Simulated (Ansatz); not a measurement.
# SiC and its competing phases

These are results of Ansatz, DFT PBE, scalar-relativistic, plane waves, PAW, not measurements. Settings: cutoff 420 eV, Γ-centred meshes spaced at most about 0.3 Å⁻¹, and about 0.25 Å⁻¹ or finer for metals (2π included), Gaussian smearing. No spin polarisation.

Formation energies are uncorrected and refer to the elements' standard structures at the same level.

These are static total energies at zero pressure. The reference form of C is held partly by dispersion forces, which this level lacks.

The competitors are the elements and 1 reference phase of this chemical system (from databases or known types: SiC), relaxed at the same level; other known phases may be missing.

The candidate was reached from: 4-connected net, two elements alternating, changed on relaxing.

```cif
data_structure
_symmetry_space_group_name_H-M 'Fm-3m'
_symmetry_Int_Tables_number 225
_cell_length_a 4.0569
_cell_length_b 4.0569
_cell_length_c 4.0569
_cell_angle_alpha 90.000
_cell_angle_beta 90.000
_cell_angle_gamma 90.000
_cell_volume 66.77
loop_
_atom_site_label
_atom_site_type_symbol
_atom_site_symmetry_multiplicity
_atom_site_Wyckoff_symbol
_atom_site_fract_x
_atom_site_fract_y
_atom_site_fract_z
_atom_site_occupancy
Si1 Si 4 b 0.50000 0.00000 0.00000 1
C1 C 4 a 0.00000 0.00000 0.00000 1
```

Q: Is it stable, and against what?

A: Not the lowest form: another structure of the same formula lies lower. Its formation energy is 0.534 eV/atom. The lowest competing phase at this composition is this:

```json
{"phase": "SiC", "space group": "P6_3mc (No. 186)", "source": "Materials Project", "share of atoms": "1.0000", "ΔE_f (eV/atom)": "-0.204"}
```

The candidate lies 0.74 eV/atom above this phase. The candidate matches no cell in the subsets of the Crystallography Open Database and the Materials Project at hand. A phase this far over the hull is unlikely to be made. It has the rock salt type.
